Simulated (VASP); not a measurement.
# InPd in VASP: further runs, part 2 of 2

VASP 6.6.1. The steps go on from the part before.

### 3 Relaxation of the atoms, PBE

File INCAR:

```
ALGO = Normal ; DIPOL = 0.5 0.5 0.500
EDIFF = 1E-6 ; EDIFFG = -0.02
ENCUT = 520 ; GGA = PE
IBRION = 2 ; IDIPOL = 3
ISIF = 2 ; ISMEAR = 1
KPAR = 4 ; LASPH = True
LCHARG = False ; LDIPOL = True
LREAL = False ; LWAVE = False
NELM = 80 ; NSW = 80
PREC = Accurate ; SIGMA = 0.1
```

File KPOINTS:

```
k-points
0
Gamma
  9 9 1
```

File POSCAR:

```
InPd
1.0
    4.6745457500      0.0000000000      0.0000000000
   -2.3372728800      4.0482753700      0.0000000000
    0.0000000000      0.0000000000     27.4044395300
Pd In
7 7
Direct
    0.3333333300      0.6666666700      0.2736782800
    0.0000000000      0.0000000000      0.3433157400
    0.6666666700      0.3333333300      0.4129531900
    0.3333333300      0.6666666700      0.4825906400
    0.0000000000      0.0000000000      0.5522280900
    0.6666666700      0.3333333300      0.6218655400
    0.3333333300      0.6666666700      0.6915029900
    0.6666666700      0.3333333300      0.3084970100
    0.3333333300      0.6666666700      0.3781344600
    0.0000000000      0.0000000000      0.4477719100
    0.6666666700      0.3333333300      0.5174093600
    0.3333333300      0.6666666700      0.5870468100
    0.0000000000      0.0000000000      0.6566842600
    0.6666666700      0.3333333300      0.7263217200
```

Potentials or basis: VASP PAW PBE potentials, release 64 (Pd, In_d).

Started as:

```sh
$ cat potpaw_PBE.64/Pd/POTCAR potpaw_PBE.64/In_d/POTCAR > POTCAR
$ mpirun -np 4 vasp_std > vasp.out
```

OUTCAR:

```text
EDIFF = 1E-6
   EDIFFG = -0.02
   ENCUT = 520
   GGA = PE
   IBRION = 2
   ISIF = 2
   ISMEAR = 1
   LASPH = True
   LREAL = False
   NELM = 80
   NSW = 80
   PREC = Accurate

 ion  position               nearest neighbor table
   1  0.333  0.667  0.274-   8 2.86   8 2.86   8 2.86   9 2.86   2 3.31   2 3.31   2 3.31
   2  0.000  0.000  0.343-  10 2.86   9 2.86   9 2.86   9 2.86   8 2.86   8 2.86   8 2.86   3 3.31
                             3 3.31   3 3.31   1 3.31   1 3.31   1 3.31
   3  0.667  0.333  0.413-  11 2.86  10 2.86  10 2.86  10 2.86   9 2.86   9 2.86   9 2.86   8 2.86
                             4 3.31   4 3.31   2 3.31   2 3.31   2 3.31   4 3.31
   4  0.333  0.667  0.483-  12 2.86  11 2.86  11 2.86  11 2.86  10 2.86  10 2.86  10 2.86   9 2.86
                             3 3.31   3 3.31   5 3.31   5 3.31   5 3.31   3 3.31
   5  0.000  0.000  0.552-  13 2.86  12 2.86  12 2.86  12 2.86  11 2.86  11 2.86  11 2.86  10 2.86
                             4 3.31   6 3.31   4 3.31   6 3.31   6 3.31   4 3.31
[... 482 lines left out ...]
 k-point     1 :       0.0000    0.0000    0.0000
  band No.  band energies     occupation
      1     -12.2461      2.00000
      2     -12.2461      2.00000
      3     -12.1645      2.00000
      4     -12.1536      2.00000
      5     -12.1536      2.00000
      6     -12.0937      2.00000
[... 1129 lines left out ...]
     91       6.8067      0.00000
     92       7.5638      0.00000
 [bands above 92 left out]

------------------------ aborting loop because EDIFF is reached ----------------------------------------

 vacuum level on the upper side and lower side of the slab       (xc-potential included)        -0.042        -0.000

  FORCE on cell =-STRESS in cart. coord.  units (eV):
  Direction    XX          YY          ZZ          XY          YZ          ZX
  --------------------------------------------------------------------------------------
  -------------------------------------------------------------------------------------
  Total       -4.2101213     -4.2101213     -0.2236739      0.0000000      0.0000000      0.0000000
  in kB      -13.0069301    -13.0069301     -0.6910279      0.0000000      0.0000000      0.0000000
  external PRESSURE =      -8.9016294 kB  Pullay stress =       0.0000000 kB
[... 29 lines left out ...]
  FREE ENERGIE OF THE ION-ELECTRON SYSTEM (eV)
  ---------------------------------------------------
  free  energy   TOTEN  =       -59.1667126548 eV

  energy  without entropy=      -59.1676436490  energy(sigma->0) =      -59.16702299

 reached required accuracy - stopping structural energy minimisation

 vacuum level on the upper side and lower side of the slab         6.934         6.974
```

OSZICAR:

```text
N       E                     dE             d eps       ncg     rms          rms(c)
DAV:   1     0.179598462260E+04    0.17960E+04   -0.72237E+04  2368   0.183E+03
DAV:   2     0.205625549469E+03   -0.15904E+04   -0.15316E+04  2384   0.515E+02
DAV:   3    -0.421643225576E+02   -0.24779E+03   -0.23544E+03  2376   0.216E+02
[... 189 lines left out ...]
DAV:   3    -0.591670579557E+02   -0.31677E-03   -0.31200E-03  3672   0.384E-01    0.701E-02
DAV:   4    -0.591667212571E+02    0.33670E-03   -0.26448E-03  3824   0.376E-01    0.228E-02
DAV:   5    -0.591667140937E+02    0.71634E-05   -0.73651E-05  3200   0.655E-02    0.190E-02
DAV:   6    -0.591667128159E+02    0.12778E-05   -0.13255E-05  2672   0.306E-02    0.144E-02
DAV:   7    -0.591667126548E+02    0.16110E-06   -0.29538E-06  1792   0.114E-02
  15 F= -.59166713E+02 E0= -.59167023E+02  d E =-.839460E-04
```

Wall time 32 min (4 MPI ranks of Intel Xeon 6975P-C (Granite Rapids), shared host); peak memory 0.95 GiB.

Results:

| Property | Result |
| --- | --- |
| Free energy | -59.1667 eV |
| Energy gained by relaxing | 28.1 meV/atom |
| Ionic steps | 15 |
| Largest force after relaxing | 0.009 eV/Å |
| Band gap on the k mesh | none (metal or under the smearing width) |

Forces in eV/Å, atoms in the order of the input:
```
Pd   0.000  0.000  0.002
Pd   0.000  0.000  0.005
Pd   0.000  0.000 -0.004
Pd   0.000  0.000 -0.008
Pd   0.000  0.000  0.001
Pd   0.000  0.000 -0.006
Pd   0.000  0.000 -0.005
In   0.000  0.000  0.001
In   0.000  0.000  0.009
In   0.000  0.000  0.003
In   0.000  0.000 -0.001
In   0.000  0.000 -0.003
In   0.000  0.000  0.004
In   0.000  0.000  0.000
```

The path:
| step | energy change (eV) | largest force (eV/Å) | pressure (GPa) |
| --- | --- | --- | --- |
| 1 | 0.0000 | 1.3145 | -1.23 |
| 2 | -0.1355 | 1.0692 | -1.21 |
| 3 | -0.3049 | 0.8556 | -0.94 |
| 4 | -0.3560 | 0.4232 | -0.98 |
| 5 | -0.3795 | 0.2227 | -0.99 |
| 6 | -0.3883 | 0.1034 | -0.96 |
| 7 | -0.3898 | 0.0674 | -0.93 |
| 8 | -0.3918 | 0.0557 | -0.93 |
| 9 | -0.3930 | 0.0916 | -0.94 |
| 10 | -0.3931 | 0.0687 | -0.92 |
| 11 | -0.3937 | 0.0333 | -0.89 |
| 12 | -0.3937 | 0.0329 | -0.90 |
| 13 | -0.3940 | 0.0207 | -0.90 |
| 14 | -0.3940 | 0.0204 | -0.90 |
| 15 | -0.3941 | 0.0092 | -0.89 |

Final structure:
```
Pd In
1.0
     4.67455    0.00000    0.00000
    -2.33727    4.04828    0.00000
     0.00000    0.00000   27.40444
Pd In
7 7
Direct
  0.33333 0.66667 0.28607
  0.00000 0.00000 0.34003
  0.66667 0.33333 0.41250
  0.33333 0.66667 0.48575
  0.00000 0.00000 0.54921
  0.66667 0.33333 0.61791
  0.33333 0.66667 0.68925
  0.66667 0.33333 0.30018
  0.33333 0.66667 0.38125
  0.00000 0.00000 0.44473
  0.66667 0.33333 0.51617
  0.33333 0.66667 0.58874
  0.00000 0.00000 0.66027
  0.66667 0.33333 0.72795
```

### 4 Single point, PBE

File INCAR:

```
SYSTEM = InPd
PREC     = Accurate       ! precision mode
ENCUT    = 520            ! plane-wave cutoff, eV
EDIFF    = 1E-6           ! SCF threshold, eV
ISMEAR   = 1              ! smearing method
SIGMA    = 0.1            ! smearing width, eV
LREAL    = .FALSE.        ! projectors in reciprocal space
LASPH    = .TRUE.         ! aspherical terms in the spheres
NELM     = 80             ! most SCF steps
ALGO     = Fast           ! electronic algorithm
ISIF     = 2              ! what is computed and relaxed
LWAVE    = .FALSE.        ! write WAVECAR
LCHARG   = .FALSE.        ! write CHGCAR
LDIPOL   = .TRUE.       
IDIPOL   = 3            
DIPOL    = 0.5 0.5 0.500
GGA      = PE             ! functional
LVHAR    = .TRUE.       
LVACPOTAV= .TRUE.       
ICORELEVEL= 1            
KPAR     = 4
```

File KPOINTS:

```
Automatic mesh
0
G
  9 9 1
  0 0 0
```

File POSCAR:

```
InPd                                    
1.0
    4.6745457500      0.0000000000      0.0000000000
   -2.3372728800      4.0482753700      0.0000000000
    0.0000000000      0.0000000000     27.4044395300
  Pd              In            
     7     7
Direct
     0.3333333300000021    0.6666666699999979    0.2860672986948962
     0.0000000000000000    0.0000000000000000    0.3400307150300141
     0.6666666699999979    0.3333333300000021    0.4125028912019700
     0.3333333300000021    0.6666666699999979    0.4857453790587560
     0.0000000000000000    0.0000000000000000    0.5492050746549872
     0.6666666699999979    0.3333333300000021    0.6179119936653007
     0.3333333300000021    0.6666666699999979    0.6892457123300955
     0.6666666699999979    0.3333333300000021    0.3001836066525351
     0.3333333300000021    0.6666666699999979    0.3812529358823759
     0.0000000000000000    0.0000000000000000    0.4447254300574979
     0.6666666699999979    0.3333333300000021    0.5161713177894439
     0.3333333300000021    0.6666666699999979    0.5887442017568324
     0.0000000000000000    0.0000000000000000    0.6602677153220959
     0.6666666699999979    0.3333333300000021    0.7279457279032066
```

Started as:

```sh
$ cat potpaw_PBE.64/Pd/POTCAR potpaw_PBE.64/In_d/POTCAR > POTCAR
$ mpirun -np 4 vasp_std > vasp.out
```

Run time: 5.7 min. Hardware: 4 MPI ranks of Intel Xeon 6975P-C (Granite Rapids), shared host; peak memory 0.87 GiB.

The run converged. Its results:

```yaml
Free_energy: -59.1667 eV
Largest_force: 0.008 eV/Å
Band_gap_on_the_k_mesh: none (metal or under the smearing width)
Work_function_of_the_upper_face: 4.33 eV
Work_function_of_the_lower_face: 4.37 eV
```

Forces on the atoms (eV/Å):
```
Pd   0.000  0.000  0.001
Pd   0.000  0.000  0.004
Pd   0.000  0.000 -0.002
Pd   0.000  0.000 -0.008
Pd   0.000  0.000  0.002
Pd   0.000  0.000 -0.006
Pd   0.000  0.000 -0.005
In   0.000  0.000  0.001
In   0.000  0.000  0.008
In   0.000  0.000  0.005
In   0.000  0.000 -0.002
In   0.000  0.000 -0.002
In   0.000  0.000  0.003
In   0.000  0.000  0.000
```

Levels at points of the mesh, in eV from the Fermi level:
```csv
k point,band 78,band 79,band 80,band 81,band 82,band 83,band 84,band 85
"(0.00, 0.00, 0.00)",1.01,1.71,2.30,2.54,2.72,2.72,2.80,2.80
```

Core levels (eV, on the scale of the bands):
| atom | levels |
| --- | --- |
| 1 Pd | 1s -24157.3, 2s -3523.6, 2p -3158.3, 3s -632.1, 3p -512.1, 3d -321.6, 4s -81.3, 4p -47.0 |
| 2 Pd | 1s -24157.7, 2s -3524.0, 2p -3158.8, 3s -632.5, 3p -512.5, 3d -322.0, 4s -81.6, 4p -47.3 |
| 3 Pd | 1s -24157.9, 2s -3524.2, 2p -3159.0, 3s -632.7, 3p -512.7, 3d -322.2, 4s -81.9, 4p -47.6 |
| 4 Pd | 1s -24157.9, 2s -3524.2, 2p -3159.0, 3s -632.7, 3p -512.7, 3d -322.3, 4s -81.9, 4p -47.6 |
| 5 Pd | 1s -24157.9, 2s -3524.2, 2p -3158.9, 3s -632.6, 3p -512.6, 3d -322.2, 4s -81.8, 4p -47.5 |
| 6 Pd | 1s -24157.8, 2s -3524.1, 2p -3158.9, 3s -632.6, 3p -512.6, 3d -322.2, 4s -81.8, 4p -47.5 |
